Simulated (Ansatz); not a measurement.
# 1T-IrSeTe monolayer in a perpendicular field, part 2 of 3

What dipole does a perpendicular field induce in the 1T-IrSeTe monolayer? A positive field points along +c.

Ansatz 0.2.0; plane-wave DFT, PBEsol-D3(BJ), Ansatz PAW.

So far. Step 2 (Relaxation): The lattice constant a goes from 3.685 to 3.653 Å.

### Step 3. Atoms held, field 0

A sawtooth potential applies the field, turning back in the middle of the vacuum. With the dipole correction the typed value is the field outside the slab. The induced dipole is small, so the SCF threshold is tight.

The cell differs from the one that the last finished run ended in (c 36.803 → 20.873 Å).

The input, input.yaml:

```yaml
crystal:
  lattice:
    - [3.6531879834, 0.0, 0.0]
    - [-1.8265939917, 3.1637535984, 0.0]
    - [0.0, 0.0, 20.8725033774]
  atoms:
    - { symbol: Te, position: [0.6666666667, 0.3333333333, 0.4311892942] }
    - { symbol: Ir, position: [0.0, 0.0, 0.5097835585] }
    - { symbol: Se, position: [0.3333333333, 0.6666666667, 0.5688107058] }
kpoints:
  mp_grid: { grid: [18, 18, 1] }
  band_path:
    path: [[0, 0, 0], [0.5, 0, 0], [0.33333333, 0.33333333, 0], [0, 0, 0]]
    npoints: 16
hamiltonian:
  xc: pbesol
  dispersion: d3bj
scf:
  occupations: { method: fermi_dirac, width: 0.05 }
  convergence: { dr2_threshold: 1.0e-10 }
efield:
  axis: 3
  dipole_correction: true
  ramp_position: 0.97
  ramp_width: 0.06
  amplitude: 0
output:
  dos: { projected: true, e_range: [-6, 5] }
  bader: true
  write_potential: true
  write_density: true
  volumetric_format: npy
  elf: true
```

Command:

```sh
> ansatz run input.yaml --threads 4 --pin off --max-ram 6144MiB --backend cpu --events-out ev --progress --plain --runs-dir out
```

Numbers of over 12 decimals in the logs are rounded to 6 here.

The log of the run:

```text
[...]
Crystal: 3 atoms, lattice volume = 241.240 Å³
Basis set: ecut = 420 eV, 4641 PW (Γ)
Bands: 30, of which v1, the nominal top of the filled ones, is band 25 counted from 1 (24 counted from 0)
Symmetry: 6 space group operations
[...]
k-points: 37 of 324 (time reversal used)
[...]
SCF iter   1: F=—  HF=-24125.897998 eV  |F-HF|=—  |Δ(HF+E_count)|=         —  Δρ=3.60e-3  dr2=4.01e-2  ethr=1.77e-3  p=-0.043 e·Å  D=-3.20e-2 V/Å  ΔV_dip=0.67 eV  dr2_dipole=2.36e-3  V_vac-E_F(+/−)=5.14/4.47 eV  ⟨swp⟩=9.3  Hψ=5733  notcnv=0
efield: sawtooth ramp at fractional position 0.9700 (set: `efield.ramp_position`, or a place that a band, a saddle search or an elastic batch's reference lends), width 0.0600; the density the first Hamiltonian is built on has a dipole p = -0.043 e·Å; the dipole correction subtracts the counter field D = -3.20e-2 V/Å, which shifts the + side's vacuum level by +0.67 eV against the − side's; the planar-averaged density in the ramp window peaks in size at 8.6e-6 e/Å³
[...]
SCF iter   2: F=—  HF=-24125.890652 eV  |F-HF|=—  |Δ(HF+E_count)|=   7.35e-3  Δρ=1.40e-3  dr2=5.32e-3  ethr=8.17e-5  p=-0.009 e·Å  D=-6.48e-3 V/Å  ΔV_dip=0.14 eV  dr2_dipole=1.58e-4  V_vac-E_F(+/−)=4.94/4.81 eV  ⟨swp⟩=4.0  Hψ=2848  notcnv=0  defer=30
[...]
SCF iter   9: F=-24125.889129 eV  HF=-24125.889129 eV  |F-HF|=2.55e-10  |Δ(HF+E_count)|=   5.03e-9  Δρ=1.75e-7  dr2=8.16e-11  ethr=1.00e-12  p=-0.010 e·Å  D=-7.40e-3 V/Å  ΔV_dip=0.15 eV  dr2_dipole=1.52e-11  V_vac-E_F(+/−)=4.89/4.74 eV  ⟨swp⟩=8.7  Hψ=4433  notcnv=0
SCF 1 converged in 9 iterations: F = -24125.889129 eV  dr2 = 8.16e-11
[...]
NSCF: frozen V_eff on 49 k-points
efield: sawtooth ramp at fractional position 0.9700 (kept from the solve that this one continues, or follows in the run), width 0.0600; the density the first Hamiltonian is built on has a dipole p = -0.010 e·Å; the dipole correction subtracts the counter field D = -7.40e-3 V/Å, which shifts the + side's vacuum level by +0.15 eV against the − side's; the planar-averaged density in the ramp window peaks in size at 5.3e-6 e/Å³
WARN: The output density's exchange-correlation potential varies sharply where the density is thin. Do not read a vacuum level from v_tot or v_xc, or from such a field of the output density. On a cell that repeats whose density bears no net charge and no dipole along the vacuum's axis use v_es (v_loc + v_h of the components); under efield.dipole_correction with no amplitude use v_es + v_field, which holds any externa [...]
SCF converged after 9 iterations
Free energy (F): -24125.889129 eV
[...]
Internal energy: -24125.873874 eV  (E = F + TS)
E sigma→0 (E₀):  -24125.881502 eV
Entropy (-TS):   -0.015254 eV (-5.085 meV/atom)
Fermi energy:    0.131631 eV
Dipole field:    D = -0.007399 V/Å  (p = -0.009864 e·Å, saw-weighted, corrected)
Work function:   Φ+ = 4.8896 eV   Φ− = 4.7351 eV
Levels:          The Fermi level and band energies are counted from a zero that moves with the ramp; work functions are not
[...]
--- Band table (eV; the first three rows and the last of 37) ---
  k-point 0: bands = [... 21 lower, -1.9704, -0.4563, 0.4053, 0.4053, 3.5313, 3.5313, 3.9182, 4.7007, ... 1 higher]
  k-point 1: bands = [... 21 lower, -1.9300, -0.5712, 0.4010, 0.4227, 3.1685, 3.4486, 4.0542, 4.7546, ... 1 higher]
  k-point 2: bands = [... 21 lower, -1.8686, -0.7930, 0.4002, 0.4485, 2.5096, 3.2540, 4.3089, 4.9047, ... 1 higher]
  k-point 36: bands = [... 21 lower, -3.2261, -1.6292, -0.7077, -0.2976, 1.2516, 2.6138, 4.9145, 6.9968, ... 1 higher]
--- Bader charges: 3 sites ---
  site symbol  charge [e]  shift [e]
     0     Te      0.1583     0.0003
     1     Ir     -0.1324     0.0036
     2     Se     -0.0258     0.0033
  estimated error of the sums over rays = 5.2e-4 e
```

Elapsed: 13 s, on 4 threads of Intel Xeon Platinum 8488C (Sapphire Rapids), shared host; peak memory 0.78 GiB.

Numbers from this step:

```
energy at zero smearing        : -24125.8815 eV
work function, upper face      : 4.890 eV
work function, lower face      : 4.735 eV
dipole along the normal        : -0.009864 e·Å
step between the vacuum levels : 0.1544 eV
```

Running mean over a fixed 2.8 Å (it still follows the layers) of the planar mean; the ramp of the sawtooth is left out. Electron's electrostatic potential energy less the Fermi level against z:

```csv
z (Å),electron's electrostatic potential energy less the Fermi level (eV)
3.0,4.74
3.5,4.73
4.0,4.73
4.5,4.73
5.0,4.73
5.5,4.71
6.0,4.64
6.5,4.37
7.0,3.36
7.5,2.14
8.0,1.14
8.5,-0.588
9.0,-2.85
9.5,-5.36
10.0,-6.84
10.5,-7.75
11.0,-7.83
11.5,-6.63
12.0,-3.99
12.5,-0.978
13.0,1.39
13.5,3.04
14.0,4.29
14.5,4.76
15.0,4.86
15.5,4.88
16.0,4.89
16.5,4.89
17.0,4.89
17.5,4.89
```

The density of states has structure finer than the step of the table below, so its rows give means over 0.25 eV, whole bins alone (the curve runs from -6 to 1.99 eV). Peaks (eV: height): -4.980: 6.52, -4.900: 6.68, -4.620: 8.31, -4.070: 14.2, -2.000: 10.4, -1.620: 9.76, 0.310: 7.33.

Density of states against energy, zero at the Fermi level; means over each step:

```csv
energy (eV),density of states (states/eV a cell)
-5.75,1.35
-5.50,2.76
-5.25,2.56
-5.00,5.45
-4.75,4.36
-4.50,3.14
-4.25,1.94
-4.00,4.44
-3.75,0.741
-3.50,2.35
-3.25,1.72
-3.00,2.07
-2.75,3.26
-2.50,2.10
-2.25,2.66
-2.00,3.46
-1.75,2.70
-1.50,2.93
-1.25,3.22
-1.00,3.40
-0.75,1.79
-0.50,2.57
-0.25,2.50
0.00,1.83
0.25,2.74
0.50,0
0.75,0
1.00,0.0554
1.25,1.41
1.50,1.63
1.75,2.34
```

Projected DOS per atom over height of the atomic layer and energy from the Fermi level. Layers: Te Ir Se from below.

Ten even steps from '0' (0.00 states/eV) to '9' (2.47 states/eV), each cell a mean:
```
132
122
010
000
212
222
352
141
373
181
161
451
351
251
242
121
354
122
396
575
233
122
```
Columns: height of the atomic layer (Å) from 9 to 11.9 (not evenly spaced); rows upwards: energy from the Fermi level (eV) from -5.96 to 1.96.

Electronic bands along the path, in eV, zero at the Fermi level:

```
  point  band 22  band 23  band 24  band 25  band 26  band 27  band 28  band 29
      Γ    -2.10    -0.59     0.27     0.27     3.40     3.40     3.79     4.57
halfway    -2.18    -1.11    -0.13     0.04     1.55     2.77     4.96     5.09
      M    -1.94    -1.67    -1.37    -1.26     2.43     2.85     4.09     5.14
halfway    -2.67    -1.63    -1.20    -0.52     1.55     2.58     4.67     6.39
      K    -3.36    -1.76    -0.84    -0.43     1.12     2.48     4.78     6.87
halfway    -1.97    -1.27    -0.54     0.19     1.57     2.13     5.37     5.64
      Γ    -2.10    -0.59     0.27     0.27     3.40     3.40     3.79     4.57
```

ELF in the ca plane at fractional y = 0.000, with atoms of Ir within 0.2 Å of it. It is the smooth field of the valence electrons, not physical close to the nuclei.

Ten even steps from '0' (0.00) to '9' (0.72), each cell a mean:
```
00000000000000000012346878854210000000000000
00000000000000001233444687544310000000000000
00000000000000124566664444456542100000000000
00000000000000247887675334678875310000000000
00000000000001368997665323678987520000000000
00000000000001258987666323678886410000000000
00000000000000135777775334567654200000000000
00000000000000012345554566445421000000000000
00000000000000000112345898643210000000000000
00000000000000000001347967954210000000000000
```
Columns run along c (16.0 Å, from fractional 0.09 to 0.85 of the cell), rows up along a (3.7 Å). Atoms in or near the plane, at fractional coordinates: Ir at (0.51, 0.00).

Valence density in the ca plane at fractional y = 0.000, with atoms of Ir within 0.2 Å of it. It is the smooth field of the valence electrons, not physical close to the nuclei.

Ten steps, logarithmic in the rise over the least value, from '0' (0.0 e/Å³) to '9' (8.8 e/Å³), each cell a mean:
```
00000000000000012368998531000000000000000000
00000000000000112346886421100000000000000000
00000000000001222334554322100000000000000000
00000000000011233333333332110000000000000000
00000000000012233332223333210000000000000000
00000000000011233332223333210000000000000000
00000000000001223333343332100000000000000000
00000000000001122345665322100000000000000000
00000000000000112358997421000000000000000000
00000000000000012369998531000000000000000000
```
Columns run along c (16.0 Å, from fractional 0.16 to 0.92 of the cell), rows up along a (3.7 Å). Atoms in or near the plane, at fractional coordinates: Ir at (0.51, 0.00).

Electrostatic potential energy in the ca plane at fractional y = 0.000, with atoms of Ir within 0.2 Å of it. With pseudopotentials it is smooth inside the atoms' cores, unlike the true potential.

Ten even steps from '0' (-38 eV) to '9' (5 eV), each cell a mean:
```
99999999999999999840000589999999999999999999
99999999999999999862003799999999999999999999
99999999999999988887667889999999999999999999
99999999999999877788888888999999999999999999
99999999999999865789998778999999999999999999
99999999999999876789998878999999999999999999
99999999999999887888778889999999999999999999
99999999999999998874225899999999999999999999
99999999999999999850000689999999999999999999
99999999999999999830000489999999999999999999
```
Columns run along c (16.0 Å, from fractional 0.16 to 0.92 of the cell; values clipped at the 3rd and 97th percentile), rows up along a (3.7 Å). Atoms in or near the plane, at fractional coordinates: Ir at (0.51, 0.00).

The work function of the upper face is 4.89 eV.

### Step 4. Atoms held, field 0.1 V/Å

Changes to input.yaml since step 3:

```diff
@@ -25,6 +25,4 @@
   ramp_width: 0.06
-  amplitude: 0
+  amplitude: 0.1
 output:
-  dos: { projected: true, e_range: [-6, 5] }
-  bader: true
   write_potential: true
@@ -32,2 +30 @@
   volumetric_format: npy
-  elf: true
```

The log of the run:

```text
[...]
Crystal: 3 atoms, lattice volume = 241.240 Å³
Basis set: ecut = 420 eV, 4641 PW (Γ)
Bands: 30, of which v1, the nominal top of the filled ones, is band 25 counted from 1 (24 counted from 0)
Symmetry: 6 space group operations
[...]
k-points: 37 of 324 (time reversal used)
[...]
k-point 0: bands = [... 21 lower, -1.9929, -0.4548, 0.3952, 0.3952, 3.5205, 3.5205, 3.8067, 4.6592, ... 1 higher]
  k-point 1: bands = [... 21 lower, -1.9522, -0.5726, 0.3937, 0.4126, 3.1585, 3.4378, 3.9196, 4.7878, ... 1 higher]
  k-point 2: bands = [... 21 lower, -1.8892, -0.8000, 0.3964, 0.4383, 2.5001, 3.2432, 4.1413, 5.0335, ... 1 higher]
  k-point 36: bands = [... 21 lower, -3.2368, -1.6388, -0.7213, -0.3076, 1.2387, 2.6057, 4.8900, 6.9560, ... 1 higher]
[key lines of the parts left out:]
SCF converged after 11 iterations
Free energy (F): -24125.889867 eV
Fermi energy:    0.122885 eV
Dipole field:    D = 0.018481 V/Å  (p = 0.024638 e·Å, saw-weighted, corrected)
```

The job ended after 7.6 s (4 threads; peak memory 0.75 GiB; 29 s of CPU time).

The dipole is 0.0246 e·Å, 0.0345 e·Å from its value without field.

### Step 5. Atoms held, field -0.1 V/Å

Changes to input.yaml since step 4:

```diff
@@ -25,3 +25,3 @@
   ramp_width: 0.06
-  amplitude: 0.1
+  amplitude: -0.1
 output:
```

The log of the run:

```text
[...]
Crystal: 3 atoms, lattice volume = 241.240 Å³
Basis set: ecut = 420 eV, 4641 PW (Γ)
Bands: 30, of which v1, the nominal top of the filled ones, is band 25 counted from 1 (24 counted from 0)
Symmetry: 6 space group operations
[...]
k-points: 37 of 324 (time reversal used)
[...]
k-point 0: bands = [... 21 lower, -1.9492, -0.4593, 0.4141, 0.4141, 3.5409, 3.5409, 3.9741, 4.4927, ... 1 higher]
  k-point 1: bands = [... 21 lower, -1.9090, -0.5713, 0.4071, 0.4316, 3.1771, 3.4582, 4.1218, 4.5556, ... 1 higher]
  k-point 2: bands = [... 21 lower, -1.8494, -0.7874, 0.4027, 0.4574, 2.5177, 3.2635, 4.3901, 4.7169, ... 1 higher]
  k-point 36: bands = [... 21 lower, -3.2166, -1.6208, -0.6954, -0.2889, 1.2632, 2.6206, 4.9370, 7.0323, ... 1 higher]
[key lines of the parts left out:]
SCF converged after 11 iterations
Free energy (F): -24125.891840 eV
Fermi energy:    0.139071 eV
Dipole field:    D = -0.033271 V/Å  (p = -0.044357 e·Å, saw-weighted, corrected)
```

It took 7.5 s on 4 threads; peak memory 0.72 GiB.

The dipole is -0.0444 e·Å, -0.0345 e·Å from its value without field.

### Step 6. Atoms held, field 0.2 V/Å

Changes to input.yaml since step 5:

```diff
@@ -25,3 +25,3 @@
   ramp_width: 0.06
-  amplitude: -0.1
+  amplitude: 0.2
 output:
```

The log of the run:

```text
[...]
Crystal: 3 atoms, lattice volume = 241.240 Å³
Basis set: ecut = 420 eV, 4641 PW (Γ)
Bands: 30, of which v1, the nominal top of the filled ones, is band 25 counted from 1 (24 counted from 0)
Symmetry: 6 space group operations
[...]
k-points: 37 of 324 (time reversal used)
[...]
k-point 0: bands = [... 21 lower, -2.0166, -0.4547, 0.3839, 0.3839, 3.5084, 3.5084, 3.6374, 4.4068, ... 1 higher]
  k-point 1: bands = [... 21 lower, -1.9757, -0.5754, 0.3850, 0.4012, 3.1471, 3.4258, 3.7257, 4.5357, ... 1 higher]
  k-point 2: bands = [... 21 lower, -1.9110, -0.8084, 0.3911, 0.4268, 2.4892, 3.2312, 3.9162, 4.7826, ... 1 higher]
  k-point 36: bands = [... 21 lower, -3.2488, -1.6497, -0.7361, -0.3188, 1.2245, 2.5962, 4.8637, 6.9096, ... 1 higher]
[key lines of the parts left out:]
SCF converged after 11 iterations
Free energy (F): -24125.894057 eV
Fermi energy:    0.112818 eV
Dipole field:    D = 0.044389 V/Å  (p = 0.059179 e·Å, saw-weighted, corrected)
```

It took 7.5 s on 4 threads; peak memory 0.77 GiB.

The dipole is 0.0592 e·Å, 0.0690 e·Å from its value without field.

### Step 7. Atoms held, field -0.2 V/Å

Changes to input.yaml since step 6:

```diff
@@ -25,3 +25,3 @@
   ramp_width: 0.06
-  amplitude: 0.2
+  amplitude: -0.2
 output:
```

The log of the run:

```text
[...]
Crystal: 3 atoms, lattice volume = 241.240 Å³
Basis set: ecut = 420 eV, 4641 PW (Γ)
Bands: 30, of which v1, the nominal top of the filled ones, is band 25 counted from 1 (24 counted from 0)
Symmetry: 6 space group operations
[...]
k-points: 37 of 324 (time reversal used)
[...]
k-point 0: bands = [... 21 lower, -1.9293, -0.4637, 0.4216, 0.4216, 3.5493, 3.5493, 3.9281, 4.2956, ... 1 higher]
  k-point 1: bands = [... 21 lower, -1.8894, -0.5728, 0.4119, 0.4391, 3.1841, 3.4666, 4.0408, 4.4103, ... 1 higher]
  k-point 2: bands = [... 21 lower, -1.8314, -0.7831, 0.4039, 0.4651, 2.5243, 3.2718, 4.2405, 4.6675, ... 1 higher]
  k-point 36: bands = [... 21 lower, -3.2083, -1.6137, -0.6844, -0.2815, 1.2737, 2.6260, 4.9576, 7.0621, ... 1 higher]
[key lines of the parts left out:]
SCF converged after 11 iterations
Free energy (F): -24125.898000 eV
Fermi energy:    0.145181 eV
Dipole field:    D = -0.059143 V/Å  (p = -0.078847 e·Å, saw-weighted, corrected)
```

It took 7.5 s on 4 threads; peak memory 0.74 GiB; 29 s of CPU time.

The dipole is -0.0788 e·Å, -0.0690 e·Å from its value without field.

### Step 8. Atoms held, field 0.35 V/Å

Changes to input.yaml since step 7:

```diff
@@ -25,4 +25,6 @@
   ramp_width: 0.06
-  amplitude: -0.2
+  amplitude: 0.35
 output:
+  dos: { projected: true, e_range: [-6, 5] }
+  bader: true
   write_potential: true
@@ -30 +32,2 @@
   volumetric_format: npy
+  elf: true
```

The log of the run:

```text
[...]
Crystal: 3 atoms, lattice volume = 241.240 Å³
Basis set: ecut = 420 eV, 4641 PW (Γ)
Bands: 30, of which v1, the nominal top of the filled ones, is band 25 counted from 1 (24 counted from 0)
Symmetry: 6 space group operations
[...]
k-points: 37 of 324 (time reversal used)
[...]
k-point 2: bands = [... 21 lower, -1.9463, -0.8237, 0.3808, 0.4072, 2.4700, 3.2109, 3.4760, 4.3819, ... 1 higher]
  k-point 36: bands = [... 21 lower, -3.2690, -1.6685, -0.7607, -0.3381, 1.2009, 2.5795, 4.8204, 6.8282, ... 1 higher]
--- Bader charges: 3 sites ---
  site symbol  charge [e]  shift [e]
     0     Te      0.1338     0.0003
     1     Ir     -0.1310     0.0036
     2     Se     -0.0028     0.0032
  estimated error of the sums over rays = 5.2e-4 e
[key lines of the parts left out:]
SCF converged after 11 iterations
Free energy (F): -24125.906826 eV
Fermi energy:    0.095200 eV
Dipole field:    D = 0.083330 V/Å  (p = 0.111094 e·Å, saw-weighted, corrected)
```

Wall time 14 s (4 threads); peak memory 0.76 GiB; 54 s of CPU time.

The dipole is 0.111 e·Å, 0.121 e·Å from its value without field.

[end of part 2 of 3]

[Logs are printed without paths, hosts, clocks, repeated set-up lines and the standing remarks that a program may print on its own settings, such as how far it seeks lower states.]

[Hosts, paths, dates, database ids (printed as entryN), source tags and the programs' standing remarks are cut or masked in the printed files.]

[Maps of the electrostatic potential energy from Ansatz leave out the sawtooth potential of an applied field or a dipole correction, so their vacuum need not be flat; planar profiles and work functions include it.]

[The density of states shown here was stored with 400 of the rows of the run's finer table, so its peaks can read low, often by over a quarter, or be missed, and its means over a window can be off by a tenth or more.]
